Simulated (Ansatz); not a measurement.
**Structures of TePb: which is lowest?**

Plane-wave DFT in Ansatz with scalar-relativistic PAW potentials, cutoff 500 eV, Γ-centred meshes chosen by cell and gap, Gaussian smearing with energies taken to zero width. Every cell was relaxed (cell and atoms) in a run of its own, within the symmetry of its start. Functional: r2SCAN.

Relaxed structures (starts from databases or built by putting these elements on another compound's sites):
A. Pnma, 8 atoms in the computed cell, a = 8.495 Å, b = 4.659 Å, c = 7.070 Å; sites (symmetry × multiplicity) Te .m. × 4, Pb .m. × 4; start: database
B. Pm-3m, 2 atoms in the computed cell, a = 3.988 Å; sites (symmetry × multiplicity) Pb m-3m × 1, Te m-3m × 1; start: built
C. P6_3mc, 4 atoms in the computed cell, a = 5.496 Å, c = 6.574 Å; sites (symmetry × multiplicity) Pb 3m. × 2, Te 3m. × 2; start: built
D. Fm-3m, 2 atoms in the computed cell, a = 6.533 Å; sites (symmetry × multiplicity) Te m-3m × 4, Pb m-3m × 4; start: database

**Question.** Rank them by energy. Could pressure change the order?

**Answer.**
```csv
structure,group,E − E(lowest) (meV/atom),V (Å³/atom),gap on mesh (eV)
D,Fm-3m,0.0,34.85,1.09
A,Pnma,54,34.98,1.11
C,P6_3mc,126,42.99,1.40
B,Pm-3m,278,31.72,0.00
```

D is lowest, 54 meV/atom under A. B is denser by 3.14 Å³/atom, so pressure favours it: ΔE/ΔV, with ΔE in eV and 1 eV/Å³ = 160.2 GPa, gives about 14 GPa for equal enthalpy if both cells were rigid, a rough figure since the two compress differently. Other structures may lie lower than all of these, and vibrations aren't counted.

Spin-orbit coupling is left out, which matters for the bands of heavy elements. For Tl, Pb and Bi spin-orbit coupling shifts energies too.